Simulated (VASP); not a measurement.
# Al (Fm-3m) in VASP: a series of runs, part 2 of 2

VASP 6.6.1. Earlier steps stand in the parts before.

### 3 Electrostatic potential, PBE+D3(BJ)

This run uses another cell than the first one, of 15.78 Å³/atom, 0.971 times its volume.

File INCAR:

```
PREC = Accurate
ENCUT = 520
EDIFF = 1E-6
ISMEAR = 1
SIGMA = 0.1
LREAL = False
LASPH = True
NELM = 80
ALGO = Fast
ISIF = 2
LWAVE = False
LCHARG = True
GGA = PE
IVDW = 12
LVHAR = True
```

File KPOINTS:

```
regular mesh
0
Gamma
  18 18 18
```

File POSCAR:

```
Al                                      
1.0
   -0.0000000000      1.9906284731      1.9906284731
    1.9906284731     -0.0000000000      1.9906284731
    1.9906284731      1.9906284731      0.0000000000
  Al            
     1
Direct
     0.0000000000000000    0.0000000000000000    0.0000000000000000
```

Potentials or basis: VASP PAW PBE potentials, release 64 (Al).

Launch:

```console
$ cat potpaw_PBE.64/Al/POTCAR > POTCAR
$ mpirun -np 1 vasp_std > vasp.out
```

OUTCAR:

```text
PREC = Accurate
   ENCUT = 520
   EDIFF = 1E-6
   ISMEAR = 1
   LREAL = False
   LASPH = True
   NELM = 80
   ISIF = 2
   GGA = PE
   IVDW = 12
 IVDW          = 12

 ion  position               nearest neighbor table
   1  0.000  0.000  0.000-

  LATTYP: Found a face centered cubic cell.
 ALAT       =     3.9812569462

  Lattice vectors:

 A1 = (   0.0000000000,   1.9906284731,   1.9906284731)
 A2 = (   1.9906284731,   0.0000000000,   1.9906284731)
 A3 = (   1.9906284731,   1.9906284731,   0.0000000000)

Analysis of symmetry for initial positions (statically):
=====================================================================
 Subroutine PRICEL returns:
 Original cell was already a primitive cell.

 Routine SETGRP: Setting up the symmetry group for a
 face centered cubic supercell.

 Subroutine GETGRP returns: Found 48 space group operations
 (whereof 48 operations were pure point group operations)
 out of a pool of 48 trial point group operations.

The static configuration has the point symmetry O_h .

Analysis of symmetry for dynamics (positions and initial velocities):
=====================================================================
 Subroutine PRICEL returns:
 Original cell was already a primitive cell.

 Routine SETGRP: Setting up the symmetry group for a
 face centered cubic supercell.

 Subroutine GETGRP returns: Found 48 space group operations
 (whereof 48 operations were pure point group operations)
 out of a pool of 48 trial point group operations.

The dynamic configuration has the point symmetry O_h .

 Subroutine INISYM returns: Found 48 space group operations
 (whereof 48 operations are pure point group operations),
 and found     1 'primitive' translations

----------------------------------------------------------------------------------------

                                     Primitive cell

  volume of cell :      15.7761

  direct lattice vectors                    reciprocal lattice vectors
     0.000000000  1.990628473  1.990628473    -0.251176956  0.251176956  0.251176956
     1.990628473  0.000000000  1.990628473     0.251176956 -0.251176956  0.251176956
     1.990628473  1.990628473  0.000000000     0.251176956  0.251176956 -0.251176956

  length of vectors
     2.815173784  2.815173784  2.815173784     0.435051249  0.435051249  0.435051249

  position of ions in fractional coordinates (direct lattice)
     0.000000000  0.000000000  0.000000000

  ion indices of the primitive-cell ions
   primitive index   ion index
                 1           1

----------------------------------------------------------------------------------------

 KPOINTS: regular mesh

Automatic generation of k-mesh.
 Grid dimensions read from file:
 generate k-points for:   18   18   18

 Generating k-lattice:

  Cartesian coordinates                     Fractional coordinates (reciprocal lattice)
    -0.013954275  0.013954275  0.013954275     0.055555556  0.000000000  0.000000000
     0.013954275 -0.013954275  0.013954275     0.000000000  0.055555556  0.000000000
     0.013954275  0.013954275 -0.013954275     0.000000000  0.000000000  0.055555556

  Length of vectors
     0.024169514  0.024169514  0.024169514

  Shift w.r.t. Gamma in fractional coordinates (k-lattice)
     0.000000000  0.000000000  0.000000000

 Subroutine IBZKPT returns following result:
 ===========================================

 Found    195 irreducible k-points:

 Following reciprocal coordinates:
            Coordinates               Weight
  0.000000  0.000000  0.000000      1.000000
  0.055556  0.000000  0.000000      8.000000
  0.111111  0.000000  0.000000      8.000000
  0.166667  0.000000  0.000000      8.000000
  0.222222  0.000000  0.000000      8.000000
  0.277778  0.000000  0.000000      8.000000
[... 16 lines left out ...]
 -0.277778  0.055556  0.000000     24.000000
 -0.222222  0.055556  0.000000     24.000000
 [... further k-points ...]
   k-points           NKPTS =    195   k-points in BZ     NKDIM =    195   number of bands    NBANDS=      5
   number of dos      NEDOS =    301   number of ions     NIONS =      1
   total plane-waves  NPLWV =  13824
   dimension x,y,z NGX =    24 NGY =   24 NGZ =   24
   dimension x,y,z NGXF=    48 NGYF=   48 NGZF=   48
   ions per type =               1
   NGX,Y,Z   is equivalent  to a cutoff of  14.17, 14.17, 14.17 a.u.
   NGXF,Y,Z  is equivalent  to a cutoff of  28.35, 28.35, 28.35 a.u.
 SYSTEM =  unknown system
   PREC   = accura    normal or accurate (medium, high low for compatibility)
   ISTART =      0    job   : 0-new  1-cont  2-samecut
   ICHARG =      2    charge: 1-file 2-atom 10-const
   ISPIN  =      1    spin polarized calculation?
   LNONCOLLINEAR =      F non collinear calculations
   LSORBIT =      F    spin-orbit coupling
   LASPH  =      T    aspherical Exc in radial PAW
   ENCUT  =  520.0 eV  38.22 Ry    6.18 a.u.   5.23  5.23  5.23*2*pi/ulx,y,z
   NELM   =     80;   NELMIN=  2; NELMDL= -5     # of ELM steps
   EDIFF  = 0.1E-05   stopping-criterion for ELM
   LREAL  =      F    real-space projection
   EDIFFG = 0.1E-04   stopping-criterion for IOM
   NSW    =      0    number of steps for IOM
   IBRION =     -1    ionic relax: 0-MD 1-quasi-New 2-CG
   NFREE  =      0    steps in history (QN), initial steepest desc. (CG)
   ISIF   =      2    stress and relaxation
   ISYM   =      2    0-nonsym 1-usesym 2-fastsym
   POTIM  = 0.5000    time-step for ionic-motion
   TEBEG  =    0.0;   TEEND  =   0.0 temperature during run
   PSTRESS=    0.0 pullay stress
   NELECT =       3.0000    total number of electrons
   NUPDOWN=      -1.0000    fix difference up-down
   EMIN   =  10.00;   EMAX   =-10.00  energy-range for DOS
   EFERMI =   0.00;   METHOD = LEGACY
   ISMEAR =     1;   SIGMA  =   0.10  broadening in eV -4-tet -1-fermi 0-gaus
   EFERMI_NEDOS =   21; number of points for ismear=-14 and -15
   IALGO  =     68    algorithm
   IMIX   =      4    mixing-type and parameters
     AMIX     =   0.40;   BMIX     =  1.00
     AMIX_MAG =   1.60;   BMIX_MAG =  1.00
  volume/ion in A,a.u.               =      15.78       106.46
  Fermi-wavevector in a.u.,A,eV,Ry     =   0.941416  1.779019 12.058362  0.886265
  Thomas-Fermi vector in A             =   2.068925
   LORBIT       =      0    0 simple, 1 ext, 2 COOP (PROOUT), +10 PAW based schemes
   GGA     = PE    functional components
   LHFCALC =     F    Hartree Fock is set to
   AEXX    =    0.0000 exact exchange contribution
   IVDW    =    12    specifies the selected vdW correction
   LEPSILON=     F    determine dielectric tensor
   LRPA    =     F    only Hartree local field effects (RPA)
 non-spin polarized calculation
 RMM-DIIS sequential band-by-band and
 Methfessel and Paxton  Order N= 1 SIGMA  =   0.10
  energy-cutoff  :      520.00
  volume of cell :       15.78
 maximum number of plane-waves:       444
 NGX is ok and might be reduce to    24
   NGX = 11   NGY = 11   NGZ = 11

 number of electron       3.0000000 magnetization

 Free energy of the ion-electron system (eV)
  ---------------------------------------------------
  ext. energy  EPLUGINS =         0.00000000
  ---------------------------------------------------
  free energy    TOTEN  =        -3.73498663 eV

  energy without entropy =       -3.73445712  energy(sigma->0) =       -3.73481013

 E-fermi :   8.4712     XC(G=0): -10.3599

 val. band max:        8.4707612309   @ k =  -0.4444   0.3333   0.1111
 cond. band min:       8.4964763071   @ k =  -0.2222   0.3889   0.1667
 fundamental gap:      0.0257150762
 Fermi energy:         8.4712292517

 k-point     1 :       0.0000    0.0000    0.0000
  band No.  band energies     occupation
      1      -2.9718      2.00000
      2      21.3474      0.00000
      3      21.3474      0.00000
      4      21.3474      0.00000
      5      23.1857      0.00000

 k-point     2 :       0.0556    0.0000    0.0000
  band No.  band energies     occupation
      1      -2.8854      2.00000
      2      19.8524      0.00000
      3      21.0736      0.00000
      4      21.0736      0.00000
      5      23.5970      0.00000
[... 169 lines left out ...]
 k-point    24 :      -0.2222    0.0556    0.0000
  band No.  band energies     occupation
      1      -1.2819      2.00000
      2      12.4179      0.00000
      3      18.0445      0.00000
      4      20.9697      0.00000
      5      22.7684      0.00000

 [... further k-points ...]

------------------------ aborting loop because EDIFF is reached ----------------------------------------

 Edisp (eV)   -0.35239

 E8    (eV) :    -0.1577

  FORCE on cell =-STRESS in cart. coord.  units (eV):
  Direction    XX          YY          ZZ          XY          YZ          ZX
  --------------------------------------------------------------------------------------
  -------------------------------------------------------------------------------------
  Total      -0.00022    -0.00022    -0.00022     0.00000     0.00000    -0.00000
  in kB      -0.02234    -0.02234    -0.02234     0.00000     0.00000    -0.00000
  external pressure =       -0.02 kB  Pullay stress =        0.00 kB

 VOLUME and BASIS-vectors are now :
 -----------------------------------------------------------------------------
  energy-cutoff  :      520.00
  volume of cell :       15.78
      direct lattice vectors                 reciprocal lattice vectors
     0.000000000  1.990628473  1.990628473    -0.251176956  0.251176956  0.251176956
     1.990628473  0.000000000  1.990628473     0.251176956 -0.251176956  0.251176956
     1.990628473  1.990628473  0.000000000     0.251176956  0.251176956 -0.251176956

 POSITION                                       TOTAL-FORCE (eV/Angst)
 -----------------------------------------------------------------------------------
      0.00000      0.00000      0.00000         0.000000     -0.000000     -0.000000
 -----------------------------------------------------------------------------------
    total drift:                                0.000000     -0.000000     -0.000000

  FREE ENERGIE OF THE ION-ELECTRON SYSTEM (eV)
  ---------------------------------------------------
  free  energy   TOTEN  =        -4.0873807080 eV

  energy  without entropy=       -4.0868511923  energy(sigma->0) =       -4.08720420
```

stdout:

```text
POSCAR found type information on POSCAR Al
 POSCAR found :  1 types and       1 ions
 scaLAPACK will be used
 LDA part: xc-table for (Slater+PW92), standard interpolation
 POSCAR, INCAR and KPOINTS ok, starting setup
 FFT: planning ... GRIDC
 FFT: planning ... GRID_SOFT
 FFT: planning ... GRID
 WAVECAR not read
 entering main loop
```

It took 4.3 s on 1 thread of Intel Xeon 6975P-C (Granite Rapids), shared host; peak memory 0.15 GiB.

Results:

```yaml
Free_energy: -4.0874 eV
Pressure: 0.0 GPa
Band_gap_on_the_k_mesh: none (metal or under the smearing width)
Dispersion_energy_per_atom: -0.352 eV
```

Levels at points of the mesh, in eV from the Fermi level:
```tsv
k point	band 1	band 2	band 3	band 4	band 5
(0.00, 0.00, 0.00)	-11.44	12.88	12.88	12.88	14.71
(0.50, 0.00, 0.00)	-4.77	-4.44	11.68	11.68	11.90
(0.50, 0.50, 0.00)	-3.03	-1.61	5.27	5.81	5.81
```

Caveat: pairwise dispersion overbinds metals, which lowers pressure and volume.
